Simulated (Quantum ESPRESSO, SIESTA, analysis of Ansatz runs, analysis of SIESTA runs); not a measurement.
# Where Si_i (4-fold void) puts its levels in SiC (F-43m) (SIESTA), part 3 of 3

Question: at which Fermi levels does Si_i (4-fold void) in SiC (F-43m) change its charge? Model: a cell of 54 host atoms with 1 Si put in.

SIESTA 5.4.2; SIESTA numerical-orbital DFT, PBEsol, DZP basis, PseudoDojo 0.4.1 potentials converted to PSML; charged supercells in a uniform background, point-charge correction with alignment at far sites.

So far. Step 2 (Band edges): The gap at this level is 1.23 eV. Step 3 (Relaxing each charge state): Against the host's sites the lattice moves most at charge +1 (0.28 Å); the smallest move among the states is 0.27 Å.

## Step 4: Corrections and levels

A charged cell interacts with its images and the background. The point-charge term, screened by the static dielectric constant, takes that out, and the potential far from the defect is aligned with the host's. Chemical potentials: C (diamond) and Si (diamond), run alike.

By state, in eV; the first energy still holds the atoms taken out or put in:

```
charge  moment (μB)  energy over the host, electrons at the valence top  point-charge term  potential shift at far sites  its spread  correction
     0            0                                            -104.252              0.000                             -           -       0.000
    +1            1                                            -106.243              0.241                        -0.097       0.110       0.144
    +2            0                                            -108.217              0.964                        -0.160       0.113       0.644
    +3            1                                            -109.279              2.170                        -0.199       0.117       1.574
    +4            0                                            -110.296              3.857                        -0.236       0.120       2.913
```

Potentials at atomic sites for charge +1, some of the atoms; distances and the model charge refer to the site on which the defect was built:

```
atom  distance from that site (Å)  potential less the host's (eV)  point-charge model (eV)
Si33                        2.149                          -1.136                   -0.184
 C20                        2.165                          -0.508                   -0.179
Si49                        3.635                           0.021                    0.036
 Si7                        3.640                           0.019                    0.036
 Si9                        3.645                           0.010                    0.037
  C8                        3.797                          -0.021                    0.044
Si27                        4.755                          -0.199                    0.067
Si39                        4.763                          -0.205                    0.067
 C46                        4.890                          -0.011                    0.076
 C12                        4.891                          -0.006                    0.076
Si53                        5.683                           0.160                    0.099
```

Over the charge states the far sites scatter by a standard deviation of up to 0.12 eV about the model, a measure of how poorly the alignment is known.

Limit set by the element alone; other compounds of these elements are not counted. Chemical potentials from the elements' reference states: C 0.00 eV, Si -0.50 eV. Formation energy by charge state (C-rich; gap 1.23 eV):

```
charge  at valence top (eV)  at conduction bottom (eV)  correction included (eV)
    +4                 8.14                      13.08                      2.91
    +3                 7.82                      11.52                      1.57
    +2                 7.95                      10.42                      0.64
    +1                 9.43                      10.66                      0.14
     0                11.27                      11.27                      0.00
```

Fermi level (eV), lowest formation energy (eV) and a bar from the least value:
```
     0.00       7.82 
     0.11       8.16 ####
     0.22       8.40 #######
     0.34       8.62 #########
     0.45       8.85 ############
     0.56       9.07 ##############
     0.67       9.30 #################
     0.79       9.52 ####################
     0.90       9.75 ######################
     1.01       9.97 #########################
     1.12      10.20 ###########################
     1.23      10.42 ##############################
```

Limit set by the element alone; other compounds of these elements are not counted. Chemical potentials from the elements' reference states: Si 0.00 eV, C -0.50 eV. Formation energies (Si-rich), with the Fermi level at the valence top and at the conduction bottom (gap 1.23 eV):

```
charge  at valence top (eV)  at conduction bottom (eV)  correction included (eV)
    +4                 7.64                      12.58                      2.91
    +3                 7.32                      11.02                      1.57
    +2                 7.45                       9.92                      0.64
    +1                 8.93                      10.16                      0.14
     0                10.77                      10.77                      0.00
```

```json
{"Fermi level (eV)": "0.00", "lowest formation energy (eV)": "7.32"}
{"Fermi level (eV)": "0.11", "lowest formation energy (eV)": "7.66"}
{"Fermi level (eV)": "0.22", "lowest formation energy (eV)": "7.90"}
{"Fermi level (eV)": "0.34", "lowest formation energy (eV)": "8.12"}
{"Fermi level (eV)": "0.45", "lowest formation energy (eV)": "8.35"}
{"Fermi level (eV)": "0.56", "lowest formation energy (eV)": "8.57"}
{"Fermi level (eV)": "0.67", "lowest formation energy (eV)": "8.80"}
{"Fermi level (eV)": "0.79", "lowest formation energy (eV)": "9.02"}
{"Fermi level (eV)": "0.90", "lowest formation energy (eV)": "9.25"}
{"Fermi level (eV)": "1.01", "lowest formation energy (eV)": "9.47"}
{"Fermi level (eV)": "1.12", "lowest formation energy (eV)": "9.70"}
{"Fermi level (eV)": "1.23", "lowest formation energy (eV)": "9.92"}
```

So at this level: (+4/+3) at -0.32 eV (1.02 without the correction), (+3/+2) at 0.13 eV (1.06 without the correction), (+2/+1) at 1.47 eV (1.97 without the correction) and (+1/0) at 1.85 eV (1.99 without the correction), in a gap of 1.23 eV. (+4/+3), (+2/+1) and (+1/0) lie outside the gap, so the charge beyond is not the lowest at any Fermi level in the gap, within the error of the correction.

Charge transition levels, in eV, zero at the valence-band top of the host:

```
                    conduction bottom  valence top
Si_i (4-fold void)               1.23         0.00
```

```
                      level  energy (eV)
Si_i (4-fold void)  (+4/+3)        -0.32
Si_i (4-fold void)  (+3/+2)         0.13
Si_i (4-fold void)  (+2/+1)         1.47
```

## Step 5: What came out

```
gap of the host (SIESTA, PBEsol)                  : 1.23 eV
level (plus 3/plus 2), SIESTA, PBEsol, DZP, 2×2×2 : 0.13 eV above the valence top
```

At the level trusted most (SIESTA, PBEsol, DZP, 2×2×2) the charge changes at 0.13 eV (+3/+2) above the valence top, in a gap of 1.23 eV. (+3/+2) lies within 0.15 eV of a band edge, so whether the charge beyond is stable at all is within the error of the correction. Of the charges placed (0, +1, +2, +3 and +4), the lowest changes at 0.13 eV (+3/+2) above the valence top, in a gap of 1.23 eV. (+4/+3), (+2/+1) and (+1/0) reach a band edge before or after the correction; the carrier may then sit in a band, where the point-charge correction doesn't apply and the value depends on how these k-points fill the band, which is not corrected here. Only the charges 0, +1, +2, +3 and +4 were placed; others may be stable too. Limits: PBEsol makes the gap too small and tends to spread out bound carriers.

Calculation against experiment:

| quantity | measured | PBEsol PseudoDojo, SIESTA |
| --- | --- | --- |
| band gap (gap on the k-mesh) (eV) | 2.4 | 1.23 (-1.17 eV) |

Measured values from pmc:7200658 (2020).

How well it matches: The band gap is off by -1.17 eV. Local and semilocal functionals usually give gaps below the measured ones. The computed gap is read on a k-mesh, which can miss the band edges. Zero-point and thermal motion shift the measured gap.

[Logs are printed without paths, hosts, clocks, repeated set-up lines and the standing remarks that a program may print on its own settings, such as how far it seeks lower states.]

[Hosts, paths, dates, database ids (printed as entryN), source tags and the programs' standing remarks are cut or masked in the printed files.]

[For some hosts the program warned that the k-mesh of the response run may be too coarse for force constants and the static dielectric constant; such warnings are not shown here.]

[Charge tables in the logs are Mulliken or Hirshfeld populations, whose sizes and signs can differ; where basis functions stand at a vacancy, SIESTA counts their charge against the missing atom's valence.]

[In relaxation paths of CP2K, step 0 can be the structure after the first move, since the trajectory file begins there, and the last row can be the final structure solved once more.]
